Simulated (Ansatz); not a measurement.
TiSi2: strain energy, fitted

TiSi2, Cmcm, a = 3.548 Å, b = 13.561 Å, c = 3.579 Å. This isn't the usual stable structure of the compound. Ansatz: PBE, PAW, 420 eV, Γ-centred 10×4×10 mesh on 12 atoms, Gaussian smearing 0.10 eV; no spin polarisation. Series: equal strain along all axes, cell held, atoms relaxed; x is the strain in per cent. y is the free energy over the unstrained cell, V0 = 14.349 Å³/atom.

```tsv
x (%)	y (meV/atom)
-4.0	98.17
-2.0	?
0.0	0.00
2.0	20.16
4.0	75.62
```

Task: Fit y = c2 x² + c3 x³ to the other rows, turn c2 into a modulus, and predict the missing energy.

Result: Least squares on the rows shown. y = 5.4298 x² − 0.17632 x³. In eV per unit strain² c2 is 54.30; the stiffness is B for this strain (E = 9/2 B V0 ε², shape held): 2 × 54.30 × 160.2 / (9 × 14.349) = 135 GPa. At x = -2.0 the fit asked for gives 23.13 meV/atom. The run gave 22.95 meV/atom, so the fit is 0.18 meV/atom too high, 0.18 % of the span of the series, against an rms of 0.09 meV/atom on the fitted rows. With a term in x⁴ added, a fit to the same known rows (none to spare) predicts 22.98 meV/atom, so most of the miss is curvature that the known rows already hold.